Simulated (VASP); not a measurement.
Wanted: the native input for a VASP 6.6.1 run.

```
Task                   : relaxation of cell and atoms
Functional             : PBE
Dispersion             : MBD
Potentials or basis    : VASP PAW PBE potentials, release 64 (Ga_d, P)
Cutoff                 : 600 eV
k mesh                 : 8 × 8 × 8
Occupations            : fermi-dirac, width 0.05 eV
Spin                   : no spin polarisation
Further INCAR settings : ALGO = Fast; EDIFF = 1e-06; IBRION = 2; EDIFFG = -0.02; NSW = 40; ISIF = 3
```

The structure of GaP lies in POSCAR:

```
GaP
1.0
    0.0000000000      2.7252500000      2.7252500000
    2.7252500000      0.0000000000      2.7252500000
    2.7252500000      2.7252500000      0.0000000000
Ga P
1 1
Direct
    0.0000000000      0.0000000000      0.0000000000
    0.7500000000      0.7500000000      0.7500000000
```

These files were run (other wordings do the same):

INCAR

```
PREC = Accurate
ENCUT = 600
EDIFF = 1E-6
ISMEAR = -1
SIGMA = 0.05
LREAL = F
LASPH = T
NELM = 80
ALGO = Fast
ISIF = 3
LWAVE = F
LCHARG = F
GGA = PE
IVDW = 202
IBRION = 2
NSW = 40
EDIFFG = -0.02
```

KPOINTS

```
Automatic mesh
0
Gamma
  8 8 8
```

Potentials or basis: VASP PAW PBE potentials, release 64 (Ga_d, P).

Command:

```console
$ cat potpaw_PBE.64/Ga_d/POTCAR potpaw_PBE.64/P/POTCAR > POTCAR
$ mpirun -np 1 vasp_std > vasp.out
```

Results of the run:

| Item | Value |
| --- | --- |
| Pressure after relaxing | 0.1 GPa |
| Band gap on the k mesh | 1.64 eV, indirect (least direct gap 1.83 eV) |
| Hirshfeld charges | Ga +0.15; P -0.15 e |
| Dispersion energy per atom | -0.295 eV |

Caveat: the relaxation stopped at its first step, so nothing moved.

Run time: 38 s on 1 thread of AMD EPYC 7R13 Processor (Zen 3), on a shared host, peak memory 0.15 GiB.
